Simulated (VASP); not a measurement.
InSe, 2 atoms in the cell. It takes space group Pm-3m (No. 221, cubic). The conventional cell has a = 3.632 Å, b = 3.632 Å, c = 3.632 Å, α = 90.00°, β = 90.00°, γ = 90.00°. Around In (site symmetry m-3m) lie 8 Se at 3.15 Å. Se (site symmetry m-3m) has 8 In at 3.15 Å as nearest neighbours. The cell was built by a generator and needn't be a form met in nature.

```yaml
Program: VASP 6.6.1
Task: relaxation of cell and atoms
Functional: r2SCAN
Potentials_or_basis: VASP PAW PBE potentials, release 64 (In_d, Se)
Cutoff: 600 eV
k_mesh: 7 × 7 × 7
Occupations: gaussian, width 0.05 eV
Spin: no spin polarisation
Further_INCAR_settings: ALGO = Normal; EDIFF = 1e-06; IBRION = 2; EDIFFG = -0.02; NSW = 60; ISIF = 3
```

Potentials or basis: VASP PAW PBE potentials, release 64 (In_d, Se).

The run is started by

```console
$ cat potpaw_PBE.64/In_d/POTCAR potpaw_PBE.64/Se/POTCAR > POTCAR
$ mpirun -np 1 vasp_std > vasp.out
```

Hardware: 1 thread of Intel(R) Xeon(R) Platinum 8488C (Sapphire Rapids), on a shared host.

Q: Estimate the wall time of this run.

A: Run time: 3.2 min on 1 thread of Intel(R) Xeon(R) Platinum 8488C (Sapphire Rapids), on a shared host, peak memory 0.19 GiB. Counts: scf iterations 37, k points 20, ion steps 3.
